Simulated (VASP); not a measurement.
# La2O3: X-ray absorption with a core hole, part 3 of 3

Aim: an X-ray absorption edge of La2O3 by the supercell core-hole method. The cell has space group P-3m1, a computed entry that need not be the common form of this compound. The start is a computed cell from the Materials Project.

VASP 6.6.1, plane waves and PAW; the level of theory is named at each step.

So far. Step 3 (K edge, Wyckoff site O a, full hole): The smoothed xx curve reaches a tenth of its top at about 524 eV.

## (4) K edge, Wyckoff site O a, no hole (continued)

Level of this step: supercell core-hole method, PBE, no hole; plane waves and PAW (O, La, O) (VASP).

OUTCAR, selected parts (step 4):

```text
 Found      6 irreducible k-points:

   NELECT =     120.0000    total number of electrons

 the core state eigenenergies are
   1-  1s   -497.5161
   2-  1s -38725.0521  2s  -6150.4953  2p  -5509.9849  3s  -1302.7254  3p  -1098.3059
       3d   -804.8980  4s   -250.2427  4p   -183.8186  4d    -87.7770
   3-  1s -38725.0521  2s  -6150.4953  2p  -5509.9849  3s  -1302.7254  3p  -1098.3059
       3d   -804.8980  4s   -250.2427  4p   -183.8186  4d    -87.7770
   4-  1s -38725.0521  2s  -6150.4953  2p  -5509.9849  3s  -1302.7254  3p  -1098.3059
       3d   -804.8980  4s   -250.2427  4p   -183.8186  4d    -87.7770
   5-  1s -38725.0521  2s  -6150.4953  2p  -5509.9849  3s  -1302.7254  3p  -1098.3059
       3d   -804.8980  4s   -250.2427  4p   -183.8186  4d    -87.7770
   6-  1s -38725.0521  2s  -6150.4953  2p  -5509.9849  3s  -1302.7254  3p  -1098.3059
       3d   -804.8980  4s   -250.2427  4p   -183.8186  4d    -87.7770
   7-  1s -38725.0521  2s  -6150.4953  2p  -5509.9849  3s  -1302.7254  3p  -1098.3059
       3d   -804.8980  4s   -250.2427  4p   -183.8186  4d    -87.7770
   8-  1s   -497.5162
   9-  1s   -497.5162
  10-  1s   -497.6687
  11-  1s   -497.6687
  12-  1s   -497.6687
  13-  1s   -497.6687
  14-  1s   -497.6687
  15-  1s   -497.6687

 E-fermi :   6.2895

 k-point     1 :       0.0000    0.0000    0.0000
  band No.  band energies     occupation
    ...
     56       5.6043      2.00000
     57       5.6043      2.00000
     58       5.7857      2.00000
     59       5.7857      2.00000
     60       5.8616      2.00000
     61      10.1119      0.00000
     62      10.1119      0.00000
     63      10.2965      0.00000
     64      10.5777      0.00000
     65      10.5777      0.00000
    ...

 k-point     2 :       0.3333   -0.0000    0.0000
  band No.  band energies     occupation
    ...
     56       5.6391      2.00000
     57       5.7256      2.00000
     58       5.7357      2.00000
     59       5.7907      2.00000
     60       5.9349      2.00000
     61      10.1727      0.00000
     62      10.3322      0.00000
     63      10.3990      0.00000
     64      10.5565      0.00000
     65      10.6258      0.00000
    ...

  Total       -3.2587871     -3.2587871     -2.7038391      0.0000002      0.0000000      0.0000000
  in kB      -21.2802948    -21.2802948    -17.6564136      0.0000012      0.0000000      0.0000000
  external PRESSURE =     -20.0723344 kB  Pullay stress =       0.0000000 kB

 POSITION                                       TOTAL-FORCE (eV/Angst)
 -----------------------------------------------------------------------------------
     -7.86156      0.00000      0.00000        -0.000000      0.000000     -0.000000
     -1.96539     -1.13472      1.50498         0.000015      0.000007      0.003096
     -3.93078      2.26944      1.50498        -0.000013      0.000009      0.003096
     -5.89617     -1.13472      1.50498        -0.000001     -0.000016      0.003096
     -5.89617      1.13472      4.60697         0.000001      0.000016     -0.003096
     -1.96539      1.13472      4.60697         0.000013     -0.000009     -0.003096
     -3.93078     -2.26944      4.60697        -0.000015     -0.000007     -0.003096
     -3.93078      0.00000      0.00000        -0.000000     -0.000000     -0.000002
      0.00000      0.00000      0.00000        -0.000000      0.000000      0.000002
     -1.96539     -1.13472      3.94765         0.000000      0.000001     -0.000588
     -3.93078      2.26944      3.94765        -0.000001     -0.000000     -0.000588
     -5.89617     -1.13472      3.94765         0.000000     -0.000001     -0.000588
     -5.89617      1.13472      2.16430        -0.000000      0.000001      0.000588
     -1.96539      1.13472      2.16430         0.000001      0.000000      0.000588
     -3.93078     -2.26944      2.16430        -0.000000     -0.000001      0.000588
 -----------------------------------------------------------------------------------
    total drift:                               -0.000003      0.000000      0.000003

  FREE ENERGIE OF THE ION-ELECTRON SYSTEM (eV)
  ---------------------------------------------------
  free  energy   TOTEN  =      -125.6124112571 eV

  energy  without entropy=     -125.6124112571  energy(sigma->0) =     -125.61241126

[... 9 parts as in an earlier step ...]

[... 4 further parts left out ...]
```

Numbers from this step:

| Item | Value |
| --- | --- |
| free energy (TOTEN) | -125.6124 eV |
| Fermi energy | 6.290 eV |
| pressure | -2.007 GPa |

The imaginary dielectric function times 10^5 has structure finer than the step of the table below, so its rows give means over 1 eV, whole bins alone (the curve runs from 521 to 566 eV). Peaks (eV: height): xx 526.9: 29.1, 531.1: 28.3, 543.9: 10.9; zz 526.5: 23.1, 529.9: 32.5, 534.7: 12.2, 539.0: 13.3, 548.9: 12.9.

Smoothed further by a Gaussian, to a width of roughly 1 to 1.2 eV in all; heights scale with one over the cell volume; the energy axis is the program's own, and the fall at its high end is where NBANDS ends. The imaginary dielectric function times 10^5 by photon energy; means over each step:

| photon energy (eV) | xx | zz |
| --- | --- | --- |
| 522 | 0 | 0 |
| 523 | 0.00442 | 0.00520 |
| 524 | 0.401 | 0.346 |
| 525 | 5.08 | 3.23 |
| 526 | 18.8 | 16.6 |
| 527 | 27.6 | 16.9 |
| 528 | 15.2 | 14.9 |
| 529 | 6.51 | 22.6 |
| 530 | 11.5 | 29.8 |
| 531 | 25.6 | 11.4 |
| 532 | 16.2 | 2.19 |
| 533 | 8.24 | 2.31 |
| 534 | 9.87 | 7.36 |
| 535 | 6.19 | 10.6 |
| 536 | 4.71 | 6.76 |
| 537 | 3.96 | 5.61 |
| 538 | 4.26 | 8.03 |
| 539 | 5.92 | 12.7 |
| 540 | 6.31 | 10.4 |
| 541 | 7.17 | 6.54 |
| 542 | 6.59 | 4.17 |
| 543 | 7.70 | 4.39 |
| 544 | 10.3 | 4.74 |
| 545 | 7.75 | 4.75 |
| 546 | 7.99 | 7.72 |
| 547 | 8.81 | 7.53 |
| 548 | 9.75 | 7.69 |
| 549 | 6.65 | 11.1 |
| 550 | 1.42 | 2.15 |
| 551 | 0.0277 | 0.0214 |
| 552 | 0 | 0 |

The smoothed xx curve reaches a tenth of its top at about 525 eV.

## (5) Summary

This step: supercell core-hole method, PBE; plane waves and PAW (VASP 6.6.1).

Derived from the runs above.

Core-hole runs:

| site | hole | cost (core minutes) |
| --- | --- | --- |
| O a | full hole | 3.2 |
| O a | no hole | 3.07 |

## (6) Summary of results

* K edge of O a, full hole: xx reaches a tenth of its top at 524.46 eV on the program's axis; share within the next 5 eV of the next 20 eV: 35 %
* K edge of O a, no hole: xx reaches a tenth of its top at 524.79 eV on the program's axis; share within the next 5 eV of the next 20 eV: 36 %

The O K edge, for light polarised along x, reaches a tenth of its top at 524.46 eV on the program's axis. That mark passes over any weaker pre-edge, and only dipole transitions enter. In the charged run (full hole) weight just under or at the onset may be a state bound to the hole or the highest filled band counted as a final state; this wasn't checked, so onset and share of that run are in doubt. Share of the first 20 eV of absorption, for light polarised along x, that lies within 5 eV of each run's own onset: 36 % with no hole and 35 % with full hole. One site of the element was run (Wyckoff letter a). With 15 atoms and a 3×3×3 mesh the peak shapes still carry the imprint of the mesh, and the holes are close enough to feel one another. The fall at the high end is where NBANDS ends. The other core electrons stay frozen, so neither the program's energy axis nor the change of TOTEN is an excitation energy; spectra are aligned at the onset when set beside measurement. Not tabulated here, as repeats of values shown or as unfit to read for their mesh, reference level or band range: gaps (K edge, supercell without a hole); pressures of a box with vacuum or a charge (K edge); core levels (K edge).

[Lines on the potential files, build, host, timing and source positions are cut from VASP's logs without a mark.]

[Logs are printed without paths, hosts, clocks, repeated set-up lines and the standing remarks that a program may print on its own settings, such as how far it seeks lower states.]

[Hosts, paths, dates, database ids (printed as entryN), source tags and the programs' standing remarks are cut or masked in the printed files.]
